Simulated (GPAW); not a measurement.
Here is a GPAW 26.7.0 calculation.

Contents of run.py:

```python
import numpy as np
from ase.dft.bandgap import bandgap
from ase.io import write
from ase.spacegroup import crystal
from ase.units import GPa
from gpaw import GPAW, PW
from gpaw.spinorbit import soc_eigenstates

# In 4a
# P 4c
atoms = crystal(['In', 'P'],
                basis=[[0.0, 0.0, 0.0],
                       [0.25, 0.25, 0.25]],
                spacegroup=216, setting=1,  # F-43m
                cellpar=[5.861, 5.861, 5.861, 90.0, 90.0, 90.0],
                primitive_cell=True)

calc = GPAW(mode=PW(600),
            xc='MGGA_X_TASK+LDA_C_PW',
            kpts={'size': (6, 6, 6), 'gamma': True},
            occupations={'name': 'fermi-dirac', 'width': 0.05},
            nbands=18,
            convergence={'density': 1e-05, 'energy': 1e-05},
            maxiter=150,
            txt='gpaw.txt')
atoms.calc = calc
energy = atoms.get_potential_energy()
forces = atoms.get_forces()
stress = atoms.get_stress()
calc.write('gs.gpw')
write('result.traj', atoms)
print(f'Energy: {energy:.6f} eV')
print('Forces (eV/A):')
print(forces.round(4))
print('Stress (GPa):', (stress / GPa).round(3))
print('Fermi level:', round(calc.get_fermi_level(), 4), 'eV')
print(f'Gap: {bandgap(calc)[0]:.4f} eV, direct: {bandgap(calc, direct=True)[0]:.4f} eV')

path = atoms.cell.bandpath('GXWKGLUWLK,UX', npoints=80, eps=1e-4)
bs_calc = calc.fixed_density(kpts=path, symmetry='off', nbands=30,
                             convergence={'bands': 'CBM+6.0', 'eigenstates': 1e-6}, txt='bands.txt')
bs = bs_calc.band_structure()
bs.write('bs.json')
print(f'Gap on the path: {bandgap(bs_calc)[0]:.4f} eV')

soc = soc_eigenstates(bs_calc, theta=90, phi=0, ignore_xc_potential=True)
np.savetxt('soc_bands.dat', soc.eigenvalues(), fmt='%.4f')
mesh = soc_eigenstates('gs.gpw', theta=90, phi=0, ignore_xc_potential=True)
np.savetxt('soc_mesh.dat', mesh.eigenvalues(), fmt='%.4f')
print('Fermi level with spin-orbit coupling:', round(mesh.fermi_level, 4), 'eV')
```

Potentials or basis: GPAW PAW data sets (gpaw-data 1.2.1), pw.

Command:

```console
$ OMP_NUM_THREADS=1 python run.py
```

Task: What does it give for the pressure?

Result: 5.6 GPa.

Task: Estimate the band gap along the path.

Result: 1.87 eV, direct.

Levels at the corners of the path, in eV from the valence-band top:
```
point  band 15  band 16  band 17  band 18  band 19  band 20  band 21  band 22
    Γ     0.00     0.00     0.00     0.00     1.87     1.87     4.51     4.51
    X    -2.66    -2.66    -2.56    -2.56     2.72     2.72     3.02     3.02
    W    -3.30    -3.23    -3.16    -3.10     5.12     5.15     5.34     5.35
    K    -3.64    -3.54    -2.19    -2.18     3.23     3.25     5.31     5.33
    Γ     0.00     0.00     0.00     0.00     1.87     1.87     4.51     4.51
    L    -1.17    -1.17    -1.06    -1.06     2.38     2.38     5.58     5.58
    U    -3.64    -3.54    -2.19    -2.18     3.23     3.25     5.31     5.33
    W    -3.30    -3.23    -3.16    -3.10     5.12     5.15     5.34     5.35
    L    -1.17    -1.17    -1.06    -1.06     2.38     2.38     5.58     5.58
    K    -3.64    -3.54    -2.19    -2.18     3.23     3.25     5.31     5.33
    U    -3.64    -3.54    -2.19    -2.18     3.23     3.25     5.31     5.33
    X    -2.66    -2.66    -2.56    -2.56     2.72     2.72     3.02     3.02
```

Caveat: spin-orbit coupling was added after a scalar SCF, so levels and gaps hold it while energy, forces, pressure and moments don't; this program's spin-orbit splittings come out too wide for heavy elements; the PAW data sets were made with another functional, which shifts forces and pressure a little.

**The experiment to reproduce.**

From a printed reference work, data compilation, for a bulk crystal of InP at 1.6 K: band gap 1.4236 eV (direct).

A measured gap of InP is 1.4236 eV (direct; 1.6 K; a printed reference work, data compilation); the calculated 1.87 eV misses it by +0.44 eV. The value is that of TASK, without temperature or zero-point motion.
